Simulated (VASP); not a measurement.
A run of VASP 6.6.1 is set up as follows.

INCAR

```
SYSTEM = Cd8F15
PREC = Accurate ; ENCUT = 520
EDIFF = 1E-6 ; ISMEAR = 0
SIGMA = 0.1 ; LREAL = Auto
LASPH = .TRUE. ; NELM = 80
ALGO = Fast ; ISIF = 2
LWAVE = .FALSE. ; LCHARG = .FALSE.
GGA = PE ; NBANDS = 118
```

Contents of KPOINTS:

```
regular mesh
0
G
  2 2 2
  0 0 0
```

POSCAR

```
Cd8F15
1.0
    0.0000000000      5.3942060000      5.3942060000
    5.3942060000      0.0000000000      5.3942060000
    5.3942060000      5.3942060000      0.0000000000
Cd F
8 15
Direct
   -0.0006749835      0.0010409317     -0.0018182472
   -0.0007137288      0.0010731885      0.5008883606
   -0.0047125564      0.5014727839      0.0013480205
   -0.0006905558      0.4983500816      0.5009124605
    0.4999922139     -0.0035864407      0.0015056896
    0.4966321271      0.0010309210      0.5008918829
    0.4999528197      0.5016147882      0.0014368194
    0.5000337399      0.5017466889      0.4960631833
    0.1322099119      0.1335704458      0.1167831744
    0.3727577330      0.3742317220      0.3761697273
    0.1237143150      0.1253430996      0.6251527101
    0.1323641515      0.6168756811      0.6334625522
    0.1321045210      0.6170750616      0.1168720661
    0.3727612553      0.8763983059      0.3761608289
    0.3728086210      0.8763730010      0.8739969330
    0.6151678301      0.1339112744      0.1165133478
    0.8748118815      0.3743159790      0.3761180978
    0.6148738109      0.1342696219      0.6339793104
    0.8748102130      0.3743497189      0.8740892543
    0.6239190717      0.6252644041      0.1249983779
    0.8732550259      0.8754937242      0.3755124480
    0.6150057117      0.6165419897      0.6338398089
    0.8747900989      0.8763113607      0.8740902739
```

Potentials or basis: VASP PAW PBE potentials, release 64 (Cd, F).

Command:

```bash
$ cat potpaw_PBE.64/Cd/POTCAR potpaw_PBE.64/F/POTCAR > POTCAR
$ mpirun -np 1 vasp_std > vasp.out
```

Estimate the largest force.

0.024 eV/Å.

Estimate the pressure.

6.2 GPa.

Forces on the atoms (eV/Å):
```
Cd   0.011  0.010 -0.011
Cd  -0.010 -0.010 -0.011
Cd  -0.014  0.012  0.014
Cd   0.010 -0.011  0.010
Cd   0.014 -0.014  0.014
Cd  -0.010  0.009  0.011
Cd  -0.013 -0.012 -0.014
Cd   0.014  0.013 -0.014
F    0.002 -0.002 -0.015
F   -0.001 -0.002  0.001
F    0.001  0.000  0.000
F    0.004 -0.017 -0.004
F    0.015 -0.002 -0.002
F   -0.001  0.000 -0.001
F    0.000  0.002 -0.002
F    0.000  0.017  0.002
F   -0.001 -0.002  0.002
F   -0.021  0.001 -0.001
F    0.001  0.001  0.000
F    0.001  0.001  0.001
F   -0.002  0.000  0.001
F    0.001  0.003  0.020
F    0.000  0.002 -0.002
```

Caveat: the k mesh is coarse (spacing up to 0.50 Å⁻¹), so the values aren't converged; an odd number of electrons without spin polarisation forces a metal; a magnetic or distorted state may lie lower.
